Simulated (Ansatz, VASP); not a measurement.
One calculation of Os, two programs

```
Os
1.0
     1.36376   -4.73666    0.00000
     1.36376    4.73666    0.00000
     0.00000    0.00000    4.62678
Os
4
Direct
  0.12615 0.87385 0.98529
  0.62615 0.37385 0.51471
  0.87385 0.12615 0.01471
  0.37385 0.62615 0.48529
```

Alike in both runs: functional PBEsol; k mesh 6 × 6 × 4; occupations gaussian, width 0.1 eV; no spin polarisation.

Ansatz relaxed the structure, and its values are those at the end. VASP's run is a single point on that final structure, the one shown.

```csv
,VASP,Ansatz
version,VASP 6.6.1,Ansatz 0.2.0
potentials or method,"VASP PAW PBE potentials, release 64 (Os)","scalar-relativistic, plane waves, PAW"
plane-wave cutoff (eV),520,420
valence electrons in the cell,32,64
```

```tsv
	VASP	Ansatz	Ansatz less VASP
gap on the k mesh at the Fermi level (eV)	none	none	-
pressure (GPa)	0.2	0.0	-0.19
rms of the force components (eV/Å)	0.060	0.001	-0.0595
```

A gap of «none» marks a metal or a gap that the smearing closes. The functional is the same, so the differences come from potentials, cutoffs and numerics. The two sets of potentials don't hold the same shells in valence.

Caveats: the k mesh is coarse (spacing up to 0.40 Å⁻¹), so the values aren't converged; the PAW data sets were made with another functional, which shifts forces and pressure a little (VASP). The runs have no spin-orbit coupling, so splittings on Os are missing.
